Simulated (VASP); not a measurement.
Write the native input for VASP 6.6.1 that does the following.

```
Task                   : band structure
Functional             : PBE
Potentials or basis    : VASP PAW PBE potentials, release 64 (Cd, S)
Cutoff                 : 520 eV
k mesh                 : 8 × 8 × 8
Occupations            : gaussian, width 0.02 eV
Spin                   : no spin polarisation
Further INCAR settings : ALGO = Normal; EDIFF = 1e-06
```

The structure of CdS (Hawleyite) lies in POSCAR:

```
CdS
1.0
    0.0000000000      2.9165000000      2.9165000000
    2.9165000000      0.0000000000      2.9165000000
    2.9165000000      2.9165000000      0.0000000000
Cd S
1 1
Direct
    0.0000000000      0.0000000000      0.0000000000
    0.7500000000      0.7500000000      0.7500000000
```

One way to write it, as run:

INCAR

```
PREC = Accurate
ENCUT = 520
EDIFF = 1E-6
ISMEAR = 0
SIGMA = 0.02
LREAL = False
LASPH = True
NELM = 60
ALGO = Normal
ISIF = 2
LWAVE = False
LCHARG = False
GGA = PE
```

KPOINTS

```
regular mesh
0
Gamma
  8 8 8
```

KPOINTS_OPT

```
path GXWKGLUWLK,UX
20
line-mode
reciprocal
 0.0000000000  0.0000000000  0.0000000000  G
 0.5000000000  0.0000000000  0.5000000000  X

 0.5000000000  0.0000000000  0.5000000000  X
 0.5000000000  0.2500000000  0.7500000000  W

 0.5000000000  0.2500000000  0.7500000000  W
 0.3750000000  0.3750000000  0.7500000000  K

 0.3750000000  0.3750000000  0.7500000000  K
 0.0000000000  0.0000000000  0.0000000000  G

 0.0000000000  0.0000000000  0.0000000000  G
 0.5000000000  0.5000000000  0.5000000000  L

 0.5000000000  0.5000000000  0.5000000000  L
 0.6250000000  0.2500000000  0.6250000000  U

 0.6250000000  0.2500000000  0.6250000000  U
 0.5000000000  0.2500000000  0.7500000000  W

 0.5000000000  0.2500000000  0.7500000000  W
 0.5000000000  0.5000000000  0.5000000000  L

 0.5000000000  0.5000000000  0.5000000000  L
 0.3750000000  0.3750000000  0.7500000000  K

 0.6250000000  0.2500000000  0.6250000000  U
 0.5000000000  0.0000000000  0.5000000000  X
```

Potentials or basis: VASP PAW PBE potentials, release 64 (Cd, S).

Command:

```sh
$ cat potpaw_PBE.64/Cd/POTCAR potpaw_PBE.64/S/POTCAR > POTCAR
$ mpirun -np 1 vasp_std > vasp.out
```

Results of the run:

- Pressure: 3.2 GPa
- Band gap on the k mesh: 1.15 eV, direct
- Band gap along the path: 1.15 eV, direct

It took 73 s on 1 thread of Intel(R) Xeon(R) Platinum 8488C (Sapphire Rapids), on a shared host, peak memory 0.18 GiB.
